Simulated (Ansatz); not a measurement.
Crystal: HgTe.

```xyz
2
Lattice="-3.0456 3.0456 1.5594 3.0456 -3.0456 1.5594 3.0456 3.0456 -1.5594" Properties=species:S:1:pos:R:3 pbc="T T T"
Hg    0.0000    3.0456    0.7797
Te    0.0000    0.0000    0.0000
```

Measurements of this composition are mostly on another form, of space group No. 216.

Base run:

- Program: Ansatz 0.2.0
- Functional: BLYP
- Dispersion: D4
- Potentials or basis: all-electron LAPW, relativistic spinors
- Cutoff: 207 eV
- Density cutoff: 829 eV
- Basis error allowed: 0.001 eV/atom
- k mesh: 7 × 7 × 7
- Occupations: gaussian, width 0.05 eV
- Spin: spin-orbit coupling, no magnetisation

Its results: band gap on the k mesh none (metal or under the smearing width); pressure -0.7 GPa.

The run is repeated on the same cell with these changes: functional from BLYP to LDA; dispersion from D4 to none. What comes out?

Band gap on the k mesh none (metal or under the smearing width); pressure -5.3 GPa.

Several settings changed at once, so the effect can't be laid on one alone.

Caveats: the k mesh is thin for a metal, which can move the energy by tens of meV per atom; pairwise dispersion overbinds metals, which lowers pressure and volume (some runs).

Not every run made on this cell is shown here.
